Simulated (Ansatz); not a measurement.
# Cobalt, bcc under BLYP: structure, energy and stiffness

The plan for cobalt in the bcc structure: relax it, solve it on a dense k-mesh, then scale the cell to 7 volumes from 88 to 112 % of the relaxed one and try a fit of the equation of state. Spin polarisation is left out, though the real metal is magnetic, so this state lies above the ground state. The k-meshes are 16×16×16 for the relaxation; 26×26×26 for the dense run; 18×18×18 for the volumes.

This is Co in the bcc structure; at room conditions it is hcp.

Computed with Ansatz 0.2.0 (DFT BLYP, plane waves (420 eV) with PAW, scalar-relativistic; PAW files made under PBE, frozen cores solved again for the functional, unless a step says otherwise).

## 1. The starting structure

The structure is cubic, space group Im-3m (No. 229). Conventional cell: a = 2.808 Å, b = 2.808 Å, c = 2.808 Å, α = 90.00°, β = 90.00°, γ = 90.00°. Co (site symmetry m-3m) has 8 Co at 2.43 Å as nearest neighbours.

Coordinates:

```
CELL_PARAMETERS angstrom
-1.40414 1.40414 1.40414
1.40414 -1.40414 1.40414
1.40414 1.40414 -1.40414
ATOMIC_POSITIONS crystal
Co 0.00000 0.00000 0.00000
```

## 2. Relaxation of the cell

input.yaml

```yaml
crystal:
  lattice:
    - [-1.4041371717, 1.4041371717, 1.4041371717]
    - [1.4041371717, -1.4041371717, 1.4041371717]
    - [1.4041371717, 1.4041371717, -1.4041371717]
  atoms:
    - { symbol: Co, position: [0.0, 0.0, 0.0] }
hamiltonian:
  xc: blyp
  pseudopotentials:
    kind: paw
    azcp:
      Co: "pseudopotentials/Co.paw.azcp"
basis:
  ecutwfc: 420
  fft_grid_basis: typed
kpoints:
  mp_grid: { grid: [16, 16, 16], shift: [0, 0, 0] }
magnetization:
  spin_polarized: false
scf:
  occupations: { method: fermi_dirac, width: 0.1 }
relax:
  max_steps: 60
  f_tol: 0.01
  cell: {}
output:
  write_density: true
  write_potential: true
  elf: true
  volumetric_format: npy
```

After this run come: Dense single point; Equation of state: 88 %; Equation of state: 92 %; Equation of state: 96 %; Equation of state: 100 %; Equation of state: 104 %; Equation of state: 108 %; Equation of state: 112 %.

Q: Predict the outcome of this session. Wanted: space group; conventional cell; volume; shortest distance; gap on the mesh; relative to hcp, ferromagnetic; V₀, B₀, B₀′.

The runs gave:

| quantity | value |
| --- | --- |
| space group (spins left aside) | Im-3m (No. 229) |
| conventional cell | a = 2.807 Å |
| volume | 11.064 Å³/atom |
| shortest distance | 2.431 Å |
| gap on the mesh | none (levels filled in part) |
| relative to hcp, ferromagnetic | +436 meV/atom |
| V₀, B₀, B₀′ | 11.015 Å³/atom, 209 GPa, 4.8 |

In words: The relaxation shrank the cell by 0.1 % in volume. It lies 436 meV/atom above the element's reference form at the same level (hcp, ferromagnetic, from a run of its own); part of this is magnetic energy, as this run has no moments. Levels at the Fermi energy are filled in part, as in a metal. The fitted modulus is 209 GPa. Relaxation kept the symmetry; phonons were not checked.
